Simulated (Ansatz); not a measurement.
**CdI₂ — ¹²⁷I NMR of the central transition**

Cell: a Materials Project structure (computed, not necessarily an observed phase) whose atoms were relaxed with PBE, the cell held.

```
Cd I
1.0
     4.28870    0.00000    0.00000
    -2.14435    3.71413    0.00000
     0.00000    0.00000   21.84685
Cd I
3 6
Direct
  0.66667 0.33333 0.33287
  0.33333 0.66667 0.66713
  0.00000 0.00000 0.00000
  0.33333 0.66667 0.07918
  0.33333 0.66667 0.41203
  0.66667 0.33333 0.92082
  0.66667 0.33333 0.58797
  0.00000 0.00000 0.25368
  0.00000 0.00000 0.74632
```

Atoms are numbered from 1 in the order listed; like atoms form one site, named after its first atom.

Method: Kohn–Sham DFT in Ansatz, PBE, plane waves and PAW, scalar-relativistic, 420 eV cutoff, Γ-centred 8×8×2 k-points, Fermi–Dirac smearing 0.01 eV.

¹²⁷I has I = 5/2 and Q = -688.2 mb (Pyykkö 2018); at 28.2 T its Larmor frequency is ν₀ = 241.9 MHz (from the bare nuclear moment; shielding lowers the observed one by a per cent or two). Only the quadrupole interaction is simulated: positions count from each site's isotropic chemical shift, and shift anisotropy, dipolar and J coupling are left out.

Q: Simulate the second-order pattern (static powder, Gaussian broadening 60 kHz) of site I5 (3 Cd at 3.02 Å).

A: The calculation gives C_Q = 93.1 MHz and η = 0.00, so ν_Q = 14.0 MHz and the centre of gravity lies at -889 ppm (-215 kHz).

offset (kHz), height and a bar:
```
   -779.7          5 
   -725.5         79 ########################
   -671.4        100 ##############################
   -617.2         64 ###################
   -563.1         51 ###############
   -508.9         45 #############
   -454.7         41 ###########
   -400.6         38 ###########
   -346.4         36 ##########
   -292.3         35 ##########
   -238.1         34 #########
   -184.0         33 #########
   -129.8         33 #########
    -75.6         32 #########
    -21.5         31 #########
     32.7         27 #######
     86.8         27 #######
    141.0         29 ########
    195.2         32 #########
    249.3         36 ##########
    303.5         45 #############
    357.6         71 #####################
    411.8         56 ################
    465.9          4
```

An axis of threefold or higher order runs through I5, so V_zz lies along it and η is zero.

Without spin–orbit coupling the gradients at and beside I can be off by some per cent, at some sites by more.
